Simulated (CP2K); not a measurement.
The system is Li2Se.

```
Se Li
1.0
     4.24618    0.00000    0.00000
     2.12309    3.67730    0.00000
     2.12309    1.22577    3.46699
Se Li
1 2
Direct
  0.00000 0.00000 0.00000
  0.75000 0.75000 0.75000
  0.25000 0.25000 0.25000
```

Base run:

```yaml
Program: CP2K 2026.2
Functional: PBE
Potentials_or_basis: POTENTIAL_UZH Se GTH-PBE-q6, Li GTH-PBE-q3; TZVP-MOLOPT-PBE-GTH basis
Density_cutoff: 6123 eV
k_mesh: 8 × 8 × 8
Occupations: fermi-dirac, width 0.05 eV
Spin: no spin polarisation
```

Its results: band gap on the k mesh 3.30 eV, direct; pressure 0.2 GPa.

Problem. The run is repeated on the same cell with these changes: functional from PBE to PBEsol; occupations from fermi-dirac, width 0.05 eV to gaussian, width 0.02 eV. What comes out?

Solution. Band gap on the k mesh 3.13 eV, direct; pressure -0.5 GPa.

Caveats: the basis of atomic orbitals isn't converged, which shifts pressures, moduli and gaps; the potentials were made for another functional, which shifts forces and pressure (some runs).

A k mesh can miss the band edges.

Not every run made on this cell is shown here.
